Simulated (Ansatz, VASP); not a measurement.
**One calculation of SiC, two programs**

```xyz
2
Lattice="3.0968 0.0000 0.0000 -1.5484 2.6819 0.0000 0.0000 0.0000 5.5846" Properties=species:S:1:pos:R:3 pbc="T T T"
Si    1.5484    0.8940    0.0000
C     0.0000    1.7879    0.0000
```

Alike in both runs: functional PBE; k mesh 12 × 12 × 6; occupations gaussian, width 0.02 eV; no spin polarisation.

Ansatz relaxed the structure, and its values are those at the end. VASP's run is a single point on that final structure, the one shown.

```csv
,VASP,Ansatz
version,VASP 6.6.1,Ansatz 0.2.0
potentials or method,"VASP PAW PBE potentials, release 64 (Si, C)","scalar-relativistic, plane waves, PAW"
plane-wave cutoff (eV),520,420
valence electrons in the cell,8,8
```

|  | VASP | Ansatz | Ansatz less VASP |
| --- | --- | --- | --- |
| gap on the k mesh at the Fermi level (eV) | 2.35 | 2.36 | +0.008 |
| least direct gap on the mesh (eV) | 2.46 | 2.47 | +0.010 |
| pressure (GPa) | -0.1 | 0.0 | +0.04 |

A k mesh can miss the band edges. PBE gaps usually lie below the measured ones, often by a third to a half.
